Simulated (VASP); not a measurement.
Input of a VASP 6.6.1 run:

File INCAR:

```
SYSTEM = C
PREC = Accurate
ENCUT = 680
EDIFF = 1E-6
ISMEAR = -1
SIGMA = 0.05
LREAL = .FALSE.
LASPH = .TRUE.
NELM = 100
ALGO = Normal
ISIF = 3
LWAVE = .FALSE.
LCHARG = .FALSE.
GGA = PE
IBRION = 2
NSW = 60
EDIFFG = -0.005
```

File KPOINTS:

```
Automatic mesh
0
G
  12 12 4
  0 0 0
```

File POSCAR:

```
C
1.0
    2.5221000000      0.0000000000      0.0000000000
   -1.2610500000      2.1842026709      0.0000000000
    0.0000000000      0.0000000000      8.2371000000
C
8
Direct
    0.6666666667      0.3333333333      0.8437500000
    0.3333333333      0.6666666667      0.3437500000
    0.6666666667      0.3333333333      0.6562500000
    0.3333333333      0.6666666667      0.1562500000
    0.0000000000      0.0000000000      0.9062500000
    0.0000000000      0.0000000000      0.4062500000
    0.0000000000      0.0000000000      0.5937500000
    0.0000000000      0.0000000000      0.0937500000
```

Potentials or basis: VASP PAW PBE potentials, release 64 (C_GW).

Command:

```sh
$ cat potpaw_PBE.64/C_GW/POTCAR > POTCAR
$ mpirun -np 1 vasp_std > vasp.out
```

Problem. What does it give for the space group after relaxing (to 0.05 Å)?

Solution. P6_3/mmc (No. 194).

Problem. Estimate the relaxed volume.

Solution. 5.70 Å³/atom.

Final structure:
```yaml
crystal:
  lattice:
    - [2.51765, 0.00000, 0.00000]
    - [-1.25882, 2.18035, 0.00000]
    - [0.00000, 0.00000, 8.30255]
  atoms:
    - { symbol: C, position: [0.66667, 0.33333, 0.84446] }
    - { symbol: C, position: [0.33333, 0.66667, 0.34446] }
    - { symbol: C, position: [0.66667, 0.33333, 0.65554] }
    - { symbol: C, position: [0.33333, 0.66667, 0.15554] }
    - { symbol: C, position: [0.00000, 0.00000, 0.90702] }
    - { symbol: C, position: [0.00000, 0.00000, 0.40703] }
    - { symbol: C, position: [0.00000, 0.00000, 0.59298] }
    - { symbol: C, position: [0.00000, 0.00000, 0.09298] }
```

PBE usually gives volumes a little too large and moduli too small. Zero-point motion and thermal expansion aren't in these numbers.
